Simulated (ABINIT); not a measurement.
# Beyond one shot: BeTe (F-43m)

Wanted: G0W0 and self-consistent gaps of BeTe (F-43m), with the cost of the cycles.

Program: ABINIT 10.8.3. Level of theory: PBE and many-body steps on it, plane waves. Results are calculated unless marked as measured.

**What was measured.**

- Gap 2.7 eV: absolute (indirect, Gamma to X) gap; bulk crystal (quoted from earlier experiment) (quoted in “The band structure of BeTe - a combined experimental and theoretical study”, 1997, arxiv:cond-mat/9712266).

- Gap 2.8 eV: absolute (indirect, Gamma to X) gap, second literature value; film (quoted from earlier experiment) (quoted in “The band structure of BeTe - a combined experimental and theoretical study”, 1997, arxiv:cond-mat/9712266).

### 1. The starting structure

The structure is cubic, space group F-43m (No. 216). Conventional cell: a = 5.663 Å, b = 5.663 Å, c = 5.663 Å, α = 90.00°, β = 90.00°, γ = 90.00°. Nearest to Be lie 4 Te at 2.45 Å. Nearest to Te lie 4 Be at 2.45 Å. Farther neighbours and most contacts between anions are not listed.

Structure file:

```cif
data_structure
_symmetry_space_group_name_H-M 'P 1'
_symmetry_Int_Tables_number 1
_cell_length_a 4.0043
_cell_length_b 4.0043
_cell_length_c 4.0043
_cell_angle_alpha 60.000
_cell_angle_beta 60.000
_cell_angle_gamma 60.000
_cell_volume 45.40
loop_
_atom_site_label
_atom_site_type_symbol
_atom_site_fract_x
_atom_site_fract_y
_atom_site_fract_z
_atom_site_occupancy
Be1 Be 0.00000 0.00000 0.00000 1
Te2 Te 0.75000 0.75000 0.75000 1
```

The cell and positions are those that the Materials Project relaxed with its own functionals (PBE, PBE+U or r2SCAN), kept fixed. Spin-orbit coupling is left out unless a step names it.

### 2. Empty states on the mesh, 4×4×4 mesh, 136 bands

This step: ABINIT 10.8.3; DFT, PBE, plane waves, norm-conserving pseudopotentials.

The sums over transitions need many empty states on a uniform mesh; this step solves for them.

The input, run.abi:

```
acell 3*1.0 Angstrom
rprim 
  -0.000000000000 2.831458787600 2.831458787600
  2.831458787600 0.000000000000 2.831458787600
  2.831458787600 2.831458787600 0.000000000000
ntypat 2
znucl 4 52
natom 2
typat 1 2
xred 
  0.000000000000 0.000000000000 0.000000000000
  0.750000000000 0.750000000000 0.750000000000
pp_dirpath "pseudos"
pseudos "Be.upf, Te.upf"
ecut 38
ngkpt 4 4 4
nshiftk 1
shiftk 0 0 0
kptopt 1
chksymbreak 0
irdden 1
istwfk *1
nband 136
prtvol 0
optdriver 6
gwr_task "HDIAGO"
paral_kgb 0
occopt 1
indata_prefix "in"
outdata_prefix "out"
tmpdata_prefix "tmp"
```

The run is started by

```bash
OMP_NUM_THREADS=1 mpirun -n 8 abinit run.abi > log
```

The program printed:

```text
.Version 10.8.3 of ABINIT. v10.8.2 released Aug 2026.

 Symmetries : space group F-4 3 m (#216); Bravais cF (face-center cubic)
[... echo of the input left out ...]
== DATASET  1 ==================================================================
-   mpi_nproc: 8, omp_nthreads: 1 (-1 if OMP is not activated)

--- !DatasetInfo
iteration_state: {dtset: 1, }
dimensions: {natom: 2, nkpt: 8, mband: 136, nsppol: 1, nspinor: 1, nspden: 1, mpw: 3479, }
cutoff_energies: {ecut:  38.0, pawecutdg:  -1.0, }
[...]
Indirect band gap semiconductor
 Fundamental gap:     2.028 (eV)
   VBM:     3.976 (eV) at k: [ 0.0000E+00,  0.0000E+00,  0.0000E+00]
   CBM:     6.004 (eV) at k: [ 5.0000E-01,  5.0000E-01,  0.0000E+00]
 Direct gap:         3.658 (eV) at k: [ 0.0000E+00,  0.0000E+00,  0.0000E+00]

== END DATASET(S) ==============================================================
================================================================================

 -outvars: echo values of variables after computation  --------
           etotal      0.0000000000E+00
            nband         136
             nkpt           8
          spgroup         216
 [... the other variables as echoed above ...]

 Calculation completed.
```

It took 29 s on 8 MPI ranks of Arm Neoverse V2, shared host; peak memory 5.5 GiB; 3.8 min of CPU time.

This step gave:

| Property | Result |
| --- | --- |
| gap | 2.028 eV |
| k of the valence top | 0, 0, 0 |
| k of the conduction bottom | 0.5, 0.5, 0 |
| least direct gap | 3.658 eV |
| k points computed | 8 |
| lowest point of the top converged band, above the valence top | 97.8403 eV |

On this mesh the gap is 2.028 eV.

The density comes from a self-consistent run that is not shown.

### 3. Screening, 4×4×4 mesh, 128 bands, screening to 163.3 eV

The RPA dielectric matrix is built and inverted for each q.

This step: RPA screening on PBE, plane waves, norm-conserving pseudopotentials.

Edit run.abi of step 2 so:

```diff
@@ -20,10 +20,11 @@
 chksymbreak 0
-irdden 1
 istwfk *1
-nband 136
-prtvol 0
-optdriver 6
-gwr_task "HDIAGO"
-paral_kgb 0
 occopt 1
+irdwfk 1
+optdriver 3
+nband 128
+ecuteps 6
+inclvkb 2
+awtr 1
+symchi 1
 indata_prefix "in"
```

The program printed:

```text
.Version 10.8.3 of ABINIT. v10.8.2 released Aug 2026.

 Symmetries : space group F-4 3 m (#216); Bravais cF (face-center cubic)
[... echo of the input left out ...]
== DATASET  1 ==================================================================
-   mpi_nproc: 8, omp_nthreads: 1 (-1 if OMP is not activated)

--- !DatasetInfo
iteration_state: {dtset: 1, }
dimensions: {natom: 2, nkpt: 8, mband: 128, nsppol: 1, nspinor: 1, nspden: 1, mpw: 3479, }
cutoff_energies: {ecut:  38.0, pawecutdg:  -1.0, }
electrons: {nelect:   2.00000000E+01, charge:   0.00000000E+00, occopt:   1.00000000E+00, tsmear:   1.00000000E-02, }

 SCREENING: Calculation of the susceptibility and dielectric matrices

 Based on a program developped by R.W. Godby, V. Olevano, G. Onida, and L. Reining.
 Incorporated in ABINIT by V. Olevano, G.-M. Rignanese, and M. Torrent.
.Using double precision arithmetic ; gwpc =  8

[... cell and pseudopotentials left out ...]
--------------------------------------------------------------------------------

 ==== K-mesh for the wavefunctions ====
 Number of points in the irreducible wedge :     8
[... list of points left out ...]
 Together with 24 symmetry operations and time-reversal symmetry
 yields    64 points in the full Brillouin Zone.

 ==== Q-mesh for the screening function ====
 Number of points in the irreducible wedge :     8
[... list of points left out ...]
 Together with 24 symmetry operations and time-reversal symmetry
 yields    64 points in the full Brillouin Zone.

 setmesh: FFT mesh size selected  =    30x   30x   30
          total number of points  =        27000

 vcoul_init : cutoff-mode = AUXILIARY_FUNCTION
 q-points for optical limit:   1
     1)      0.000010    0.000020    0.000030

- screening: taking advantage of time-reversal symmetry
- Maximum band index for partially occupied states nbvw = 10
- Remaining bands to be divided among processors   nbcw = 118
- Number of bands treated by each node ~14

 Number of electrons calculated from density =   20.0000; Expected =   20.0000
 average of density, n =  0.065279
 r_s =    1.5407
 omega_plasma =   24.6457 [eV]

 calculating chi0 at frequencies [eV] :
  1    0.000000E+00    0.000000E+00
  2    0.000000E+00    2.464574E+01

--------------------------------------------------------------------------------
  q-point number  1        q = ( 0.000000, 0.000000, 0.000000) [r.l.u.]
--------------------------------------------------------------------------------
[... chi0 elements left out ...]
 For q-point:  0.000010 0.000020 0.000030
  dielectric constant =   8.9812
  dielectric constant without local fields =  10.2609

  Average fulfillment of the sum rule on Im[epsilon] for q-point    1 :     92.00  [%]
[... wings left out ...]
  q-point number  2        q = ( 0.250000, 0.000000, 0.000000) [r.l.u.]
--------------------------------------------------------------------------------
[... chi0 elements left out ...]
  Average fulfillment of the sum rule on Im[epsilon] for q-point    2 :    113.12  [%]

 [... 6 further q-points ...]
```

Run time: 12 s. Hardware: 8 MPI ranks; peak memory 1.4 GiB; 99 s of CPU time.

Numbers from this step:

| Item | Value |
| --- | --- |
| ε∞ with local fields, on this mesh, along the program's q direction | 8.981 |
| the same without local fields | 10.26 |
| plasma frequency | 24.65 eV |
| plane waves in the screening matrix | 181 |

Local fields lower ε∞ by 12 %. On a Γ-centred mesh this coarse the value itself is usually too large, while a short band sum pulls it down.

### 4. G0W0

The self-energy is evaluated for the states that the input lists, and the levels follow from it, in one-shot runs by the linearised quasiparticle equation.

This step: G0W0 on PBE, plane waves, norm-conserving pseudopotentials.

Edit run.abi of step 3 so:

```diff
@@ -23,8 +23,17 @@
 irdwfk 1
-optdriver 3
+optdriver 4
 nband 128
+gwcalctyp 0
+ecutsigx 38
+symsigma 1
+nkptgw 2
+kptgw 
+  0.0000000000 0.0000000000 0.0000000000
+  0.5000000000 0.5000000000 0.0000000000
+bdgw 
+  8 13
+  9 12
 ecuteps 6
-inclvkb 2
-awtr 1
-symchi 1
+irdscr 1
+ppmodel 1
 indata_prefix "in"
```

The program printed:

```text
.Version 10.8.3 of ABINIT. v10.8.2 released Aug 2026.

 Symmetries : space group F-4 3 m (#216); Bravais cF (face-center cubic)
[... echo of the input left out ...]
== DATASET  1 ==================================================================
-   mpi_nproc: 8, omp_nthreads: 1 (-1 if OMP is not activated)

--- !DatasetInfo
iteration_state: {dtset: 1, }
dimensions: {natom: 2, nkpt: 8, mband: 128, nsppol: 1, nspinor: 1, nspden: 1, mpw: 3479, }
cutoff_energies: {ecut:  38.0, pawecutdg:  -1.0, }
electrons: {nelect:   2.00000000E+01, charge:   0.00000000E+00, occopt:   1.00000000E+00, tsmear:   1.00000000E-02, }

 SIGMA: Calculation of the GW corrections

 Based on a program developped by R.W. Godby, V. Olevano, G. Onida, and L. Reining.
 Incorporated in ABINIT by V. Olevano, G.-M. Rignanese, and M. Torrent.
.Using double precision arithmetic ; gwpc =  8

[... cell and pseudopotentials left out ...]
--------------------------------------------------------------------------------

 ==== K-mesh for the wavefunctions ====
 Number of points in the irreducible wedge :     8
[... list of points left out ...]
 Together with 24 symmetry operations and time-reversal symmetry
 yields    64 points in the full Brillouin Zone.

 ==== Q-mesh for screening function ====
 Number of points in the irreducible wedge :     8
[... list of points left out ...]
 Together with 24 symmetry operations and time-reversal symmetry
 yields    64 points in the full Brillouin Zone.

 vcoul_init : cutoff-mode = AUXILIARY_FUNCTION
 q-points for optical limit:   1
     1)      0.000010    0.000020    0.000030
 setmesh: FFT mesh size selected  =    45x   45x   45
          total number of points  =        91125

 Number of electrons calculated from density =   20.0000; Expected =   20.0000
 average of density, n =  0.065279
 r_s =    1.5407
 omega_plasma =   24.6457 [eV]

 === KS Band Gaps ===
  >>>> For spin  1
   Minimum direct gap =   3.6577 [eV], located at k-point      :   0.0000  0.0000  0.0000
   Fundamental gap    =   2.0277 [eV], Top of valence bands at :   0.0000  0.0000  0.0000
                                       Bottom of conduction at :   0.5000  0.5000  0.0000
 SIGMA fundamental parameters:
 PLASMON POLE MODEL  1
 number of plane-waves for SigmaX                 3479
 number of plane-waves for SigmaC and W            181
 number of plane-waves for wavefunctions          3479
 number of bands                                   128
 number of independent spin polarizations            1
 number of spinorial components                      1
 number of k-points in IBZ                           8
 number of q-points in IBZ                           8
 number of symmetry operations                      24
 number of k-points in BZ                           64
 number of q-points in BZ                           64
 number of frequencies for dSigma/dE                 9
 frequency step for dSigma/dE [eV]                0.25
 number of omega for Sigma on real axis              0
 max omega for Sigma on real axis  [eV]           0.00
 zcut for avoiding poles [eV]                     0.10

 EPSILON^-1 parameters (SCR file):
 dimension of the eps^-1 matrix on file            181
 dimension of the eps^-1 matrix used               181
 number of plane-waves for wavefunctions          3479
 number of bands                                   128
 number of q-points in IBZ                           8
 number of frequencies                               2
 number of real frequencies                          1
 number of imag frequencies                          1

 matrix elements of self-energy operator (all in [eV])

 Perturbative Calculation

--- !SelfEnergy_ee
iteration_state: {dtset: 1, }
kpoint     : [   0.000,    0.000,    0.000, ]
spin       : 1
KS_gap     :    3.658
QP_gap     :    5.269
Delta_QP_KS:    1.611
data: !SigmaeeData |
     Band     E0 <VxcDFT>   SigX SigC(E0)      Z dSigC/dE  Sig(E)    E-E0       E
        8   3.976 -12.500 -15.274   1.254   0.801  -0.248 -13.717  -1.217   2.759
        9   3.976 -12.500 -15.274   1.254   0.801  -0.248 -13.717  -1.217   2.759
       10   3.976 -12.500 -15.274   1.254   0.801  -0.248 -13.717  -1.217   2.759
       11   7.634 -10.184  -5.535  -4.156   0.800  -0.250  -9.790   0.394   8.028
       12   7.634 -10.184  -5.535  -4.156   0.800  -0.250  -9.790   0.394   8.028
       13   7.634 -10.184  -5.535  -4.156   0.800  -0.250  -9.790   0.394   8.028

--- !SelfEnergy_ee
iteration_state: {dtset: 1, }
kpoint     : [   0.500,    0.500,    0.000, ]
spin       : 1
KS_gap     :    4.602
QP_gap     :    5.945
Delta_QP_KS:    1.343
data: !SigmaeeData |
     Band     E0 <VxcDFT>   SigX SigC(E0)      Z dSigC/dE  Sig(E)    E-E0       E
        9   1.402 -11.287 -14.730   1.884   0.786  -0.272 -12.513  -1.226   0.175
       10   1.402 -11.287 -14.730   1.884   0.786  -0.272 -12.513  -1.226   0.175
       11   6.004  -8.738  -4.785  -3.809   0.814  -0.228  -8.620   0.117   6.121
       12   6.690  -9.543  -5.374  -3.846   0.809  -0.237  -9.282   0.261   6.951

== END DATASET(S) ==============================================================
================================================================================

 -outvars: echo values of variables after computation  --------
           etotal      0.0000000000E+00
            nband         128
             nkpt           8
          spgroup         216
 [... the other variables as echoed above ...]

 Calculation completed.
```

Wall time 4.6 s (8 MPI ranks); peak memory 1.2 GiB; 36 s of CPU time.

Numbers from this step:

| Item | Value |
| --- | --- |
| G0W0 gap on the points computed | 3.362 eV |
| starting gap on the mesh | 2.028 eV |
| k of the valence top | 0, 0, 0 |
| k of the conduction bottom | 0.5, 0.5, 0 |
| Z at the valence top | 0.801 |
| Z at the conduction bottom | 0.814 |
| least direct G0W0 gap on the computed points | 5.269 eV |

The gap on the mesh goes from 2.03 eV to 3.36 eV, a correction of +1.33 eV.

### 5. evGW0, cycle 1

This step: evGW0 on PBE, plane waves, norm-conserving pseudopotentials.

Edit run.abi of step 4 so:

```diff
@@ -25,12 +25,24 @@
 nband 128
-gwcalctyp 0
+gwcalctyp 10
 ecutsigx 38
 symsigma 1
-nkptgw 2
+nkptgw 8
 kptgw 
   0.0000000000 0.0000000000 0.0000000000
+  0.2500000000 0.0000000000 0.0000000000
+  0.5000000000 0.0000000000 0.0000000000
+  0.2500000000 0.2500000000 0.0000000000
+  0.5000000000 0.2500000000 0.0000000000
+  -0.2500000000 0.2500000000 0.0000000000
   0.5000000000 0.5000000000 0.0000000000
+  -0.2500000000 0.5000000000 0.2500000000
 bdgw 
-  8 13
-  9 12
+  1 14
+  1 14
+  1 14
+  1 14
+  1 14
+  1 14
+  1 14
+  1 14
 ecuteps 6
```

The program printed:

```text
.Version 10.8.3 of ABINIT. v10.8.2 released Aug 2026.

 Symmetries : space group F-4 3 m (#216); Bravais cF (face-center cubic)
[... echo of the input left out ...]
== DATASET  1 ==================================================================
-   mpi_nproc: 8, omp_nthreads: 1 (-1 if OMP is not activated)

--- !DatasetInfo
iteration_state: {dtset: 1, }
dimensions: {natom: 2, nkpt: 8, mband: 128, nsppol: 1, nspinor: 1, nspden: 1, mpw: 3479, }
cutoff_energies: {ecut:  38.0, pawecutdg:  -1.0, }
electrons: {nelect:   2.00000000E+01, charge:   0.00000000E+00, occopt:   1.00000000E+00, tsmear:   1.00000000E-02, }

 SIGMA: Calculation of the GW corrections

 Based on a program developped by R.W. Godby, V. Olevano, G. Onida, and L. Reining.
 Incorporated in ABINIT by V. Olevano, G.-M. Rignanese, and M. Torrent.
.Using double precision arithmetic ; gwpc =  8

[... cell and pseudopotentials left out ...]
--------------------------------------------------------------------------------

 ==== K-mesh for the wavefunctions ====
 Number of points in the irreducible wedge :     8
[... list of points left out ...]
 Together with 24 symmetry operations and time-reversal symmetry
 yields    64 points in the full Brillouin Zone.

 ==== Q-mesh for screening function ====
 Number of points in the irreducible wedge :     8
[... list of points left out ...]
 Together with 24 symmetry operations and time-reversal symmetry
 yields    64 points in the full Brillouin Zone.

 vcoul_init : cutoff-mode = AUXILIARY_FUNCTION
 q-points for optical limit:   1
     1)      0.000010    0.000020    0.000030
 setmesh: FFT mesh size selected  =    45x   45x   45
          total number of points  =        91125

 Number of electrons calculated from density =   20.0000; Expected =   20.0000
[...]
QP_gap     :    5.945
Delta_QP_KS:    1.343
data: !SigmaeeData |
     Band     E_DFT   <VxcDFT>   E(N-1)  <Hhartree>   SigX  SigC[E(N-1)]    Z     dSigC/dE  Sig[E(N)]  DeltaE  E(N)_pert E(N)_diago
[...]
--- !SelfEnergy_ee
iteration_state: {dtset: 1, }
kpoint     : [  -0.250,    0.500,    0.250, ]
spin       : 1
KS_gap     :    8.419
QP_gap     :    9.541
Delta_QP_KS:    1.122
data: !SigmaeeData |
     Band     E_DFT   <VxcDFT>   E(N-1)  <Hhartree>   SigX  SigC[E(N-1)]    Z     dSigC/dE  Sig[E(N)]  DeltaE  E(N)_pert E(N)_diago
[...]
13     9.594    -9.394     9.594    18.988    -4.359    -4.562     0.800    -0.249    -9.015     0.379     9.973    10.067
       14    10.143   -11.366    10.143    21.509    -6.362    -4.624     0.786    -0.272   -11.067     0.299    10.442    10.523

 New Fermi energy :        1.580989E-01 Ha ,    4.302089E+00 eV
 New Exchange energy :    -1.002373E+01 Ha ,   -2.727595E+02 eV

 === QP Band Gaps ===
  >>>> For spin  1
   Minimum direct gap =   5.4986 [eV], located at k-point      :   0.0000  0.0000  0.0000
   Fundamental gap    =   3.6911 [eV], Top of valence bands at :   0.0000  0.0000  0.0000
                                       Bottom of conduction at :   0.5000  0.5000  0.0000

 writing QP data on file : out_QPS

 Convergence of QP corrections
 >>>>> For spin  1 <<<<<
.  kptgw no:  1; Maximum DeltaE = (  -6.689   0.000) for band index:  1
.  kptgw no:  2; Maximum DeltaE = (  -6.685   0.000) for band index:  1
.  kptgw no:  3; Maximum DeltaE = (  -6.685  -0.000) for band index:  1
[...]
.  kptgw no:  7; Maximum DeltaE = (  -6.688  -0.000) for band index:  1
.  kptgw no:  8; Maximum DeltaE = (  -6.689  -0.000) for band index:  1

== END DATASET(S) ==============================================================
================================================================================

 -outvars: echo values of variables after computation  --------
           etotal      0.0000000000E+00
            nband         128
             nkpt           8
          spgroup         216
 [... the other variables as echoed above ...]

 Calculation completed.
```

Wall time 57 s (8 MPI ranks); peak memory 2.5 GiB.

This step gave:

```yaml
quasiparticle_gap_on_the_mesh: 3.691 eV
gap_of_the_density_functional_on_the_mesh: 2.028 eV
k_of_the_valence_top: 0, 0, 0
k_of_the_conduction_bottom: 0.5, 0.5, 0
z_at_the_valence_top: 0.801
z_at_the_conduction_bottom: 0.814
least_direct_quasiparticle_gap_on_the_computed_points: 5.498 eV
```

Against G0W0 in ABINIT (4×4×4 mesh, 128 bands, screening to 163.3 eV, Godby-Needs plasmon pole), the gap moves by +0.329 eV. This first cycle still uses the starting levels; it takes the full correction, at all points of the mesh, and its linearised value is 3.362 eV.

### 6. evGW0, cycle 2

The corrected levels of the last cycle go back in.

Edit run.abi of step 5 so:

```diff
@@ -50,2 +50,3 @@
 ppmodel 1
+irdqps 1
 indata_prefix "in"
```

The program printed:

```text
.Version 10.8.3 of ABINIT. v10.8.2 released Aug 2026.

 Symmetries : space group F-4 3 m (#216); Bravais cF (face-center cubic)
[... echo of the input left out ...]
== DATASET  1 ==================================================================
-   mpi_nproc: 8, omp_nthreads: 1 (-1 if OMP is not activated)

--- !DatasetInfo
iteration_state: {dtset: 1, }
dimensions: {natom: 2, nkpt: 8, mband: 128, nsppol: 1, nspinor: 1, nspden: 1, mpw: 3479, }
cutoff_energies: {ecut:  38.0, pawecutdg:  -1.0, }
[...]
.  kptgw no:  3; Maximum DeltaE = (   0.293   0.165) for band index:  2
[...]
.  kptgw no:  7; Maximum DeltaE = (  -0.001   0.351) for band index:  4
.  kptgw no:  8; Maximum DeltaE = (   0.220   0.252) for band index:  6

== END DATASET(S) ==============================================================
================================================================================

 -outvars: echo values of variables after computation  --------
           etotal      0.0000000000E+00
            nband         128
             nkpt           8
          spgroup         216
 [... the other variables as echoed above ...]

 Calculation completed.
```

Wall time 58 s (8 MPI ranks); peak memory 2.5 GiB; 7.8 min of CPU time.

Numbers from this step:

* quasiparticle gap on the mesh: 3.524 eV
* gap of the density functional on the mesh: 2.028 eV
* k of the valence top: 0, 0, 0
* k of the conduction bottom: 0.5, 0.5, 0
* least direct quasiparticle gap on the computed points: 5.317 eV

Against the cycle before, the gap moves by −0.167 eV.

(Part 1 of 3 ends here.)

[Paths, hosts, dates, memory and timing lines, banners, echoed tables and standing remarks are left out of the program output.]

[Logs are printed without paths, hosts, clocks, repeated set-up lines and the standing remarks that a program may print on its own settings, such as how far it seeks lower states.]

[Runs of the session that timed out or met a known fault of the program may be left out.]

[Hosts, paths, dates, database ids (printed as entryN), source tags and the programs' standing remarks are cut or masked in the printed files.]

[G0W0 gaps are taken among the corrected bands and points alone; a level outside them can change the order at an edge.]

[Where Ansatz stands beside ABINIT at settings called matched, ABINIT's density can come from a denser mesh and the files from another edition; pairs whose starting gaps differed by over 0.03 eV were left out, so agreement reads better than it is.]
